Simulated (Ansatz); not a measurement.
Input and command of a calculation in Ansatz (plane waves; scalar-relativistic PAW potentials unless the input names others):

```yaml
crystal:
  lattice:
    - [4.1190290588, 0.0, 0.0]
    - [-2.0595145294, 3.5671838038, 0.0]
    - [0.0, 0.0, 6.792916114]
  atoms:
    - { symbol: Ge, position: [0.6666666667, 0.3333333333, 0.0626436466] }
    - { symbol: Ge, position: [0.3333333333, 0.6666666667, 0.5626436466] }
    - { symbol: Ge, position: [0.6666666667, 0.3333333333, 0.4373563534] }
    - { symbol: Ge, position: [0.3333333333, 0.6666666667, 0.9373563534] }
basis:
  ecutwfc: 420
kpoints:
  mp_grid: { grid: [15, 15, 8] }
hamiltonian:
  xc: pbe
scf:
  occupations: { method: gaussian, width: 0.1 }
output:
  forces: true
  eigenvalues: true
  stress: true
accuracy: medium
```

```bash
ansatz run input.yaml --threads 1 --pin off --max-ram 2560MiB --backend cpu --events-out ev --progress --plain --runs-dir out
```

Abridged log:
```
Pseudopotentials: kind: paw
Pseudopotential: Ge, paw, valence charge 14, recommended cutoff 420 eV (normal)
Functional definition: PBE
Crystal: 4 atoms, lattice volume = 99.811 Å³
Basis set: ecut = 420 eV, 1967 PW (Γ), exchange–correlation on 60×60×96 points (8 copies of the dense FFT grid, shifted against one another)
Bands: 34, of which v1, the nominal top of the filled ones, is band 28 counted from 1 (27 counted from 0)
Symmetry: 24 space group operations
Space group: P63/mmc (ITA 194), of the structure as read, at distance tolerance 4.6e-5 Å
k-points: 135 of 1800
Initial density: superposition of atomic densities (neutral atoms: chi_scale 0, normalization atom), corrected by the library's trained network
Initial wavefunctions: pseudopotential atomic-orbital guess
Functional: x = pbe(κ = 0.804, μ = 0.21951497), c = pbe(β = 0.06672455)
SCF iter   1: F=—  HF=-17179.832262 eV  |F-HF|=—  |Δ(HF+E_count)|=         —  Δρ=1.30e-3  dr2=2.49e-3  ethr=1.77e-3  ⟨swp⟩=5.7  Hψ=17410  notcnv=0
SCF iter   2: F=—  HF=-17179.830995 eV  |F-HF|=—  |Δ(HF+E_count)|=   1.27e-3  Δρ=9.53e-4  dr2=1.40e-3  ethr=4.44e-6  ⟨swp⟩=2.0  Hψ=6486  notcnv=0
SCF iter   3: F=—  HF=-17179.831089 eV  |F-HF|=—  |Δ(HF+E_count)|=   9.39e-5  Δρ=5.03e-4  dr2=2.26e-4  ethr=2.50e-6  ⟨swp⟩=2.0  Hψ=8193  notcnv=0
SCF iter   4: F=—  HF=-17179.830930 eV  |F-HF|=—  |Δ(HF+E_count)|=   1.58e-4  Δρ=2.62e-4  dr2=4.55e-5  ethr=4.04e-7  ⟨swp⟩=2.0  Hψ=8105  notcnv=0
SCF iter   5: F=—  HF=-17179.831042 eV  |F-HF|=—  |Δ(HF+E_count)|=   1.12e-4  Δρ=1.09e-4  dr2=1.28e-5  ethr=8.13e-8  ⟨swp⟩=2.0  Hψ=8196  notcnv=0
SCF iter   6: F=—  HF=-17179.831044 eV  |F-HF|=—  |Δ(HF+E_count)|=   1.70e-6  Δρ=5.52e-5  dr2=2.54e-6  ethr=2.28e-8  ⟨swp⟩=2.0  Hψ=8196  notcnv=0
SCF iter   7: F=—  HF=-17179.831045 eV  |F-HF|=—  |Δ(HF+E_count)|=   1.06e-6  Δρ=2.28e-5  dr2=3.36e-7  ethr=4.53e-9  ⟨swp⟩=2.0  Hψ=8196  notcnv=0
SCF iter   8: F=-17179.831045 eV  HF=-17179.831045 eV  |F-HF|=7.67e-9  |Δ(HF+E_count)|=   3.22e-9  Δρ=2.39e-6  dr2=6.23e-9  ethr=1.79e-10  ⟨swp⟩=7.0  Hψ=19504  notcnv=0
SCF 1 converged in 8 iterations: F = -17179.831045 eV  dr2 = 6.23e-9
SCF converged after 8 iterations
Free energy (F): -17179.831045 eV
Harris-Foulkes:  -17179.831045 eV  (|F-HF|=7.67e-9)
Internal energy: -17179.830545 eV  (E = F + TS)
E sigma→0 (E₀):  -17179.830795 eV
Entropy (-TS):   -0.000500 eV (-0.125 meV/atom)
Fermi energy:    7.414955 eV
--- Forces (eV/Å), atoms counted from 1 ---
  atom   1  Ge     0.00000000     0.00000000     0.00295240
  atom   2  Ge     0.00000000     0.00000000     0.00295240
  atom   3  Ge     0.00000000     0.00000000    -0.00295240
  atom   4  Ge     0.00000000     0.00000000    -0.00295240
--- Stress (GPa, compression-positive) ---
       -2.389696       0.000000       0.000000
        0.000000      -2.389696       0.000000
        0.000000       0.000000      -2.405805
  P = ⅓ Tr σ = -2.3951 GPa (-23.951 kbar)
```

Apart from outputs, empty bands and the relaxation, which only the reference makes, the input differs from a reference run on usual settings in accuracy: not typed → "medium". The reference, at the same geometry, ended its own course with pressure -2.40 GPa, largest force 0.003 eV/Å, no gap on the mesh. This run converged in 8 SCF iterations with an energy at zero smearing within 0.01 meV/atom of the reference's, pressure -2.40 GPa, largest force 0.003 eV/Å, no gap on the mesh.

Time: 11 s on 1 thread of Intel(R) Xeon(R) 6975P-C (Granite Rapids), with other jobs on the host, peak memory 0.62 GiB.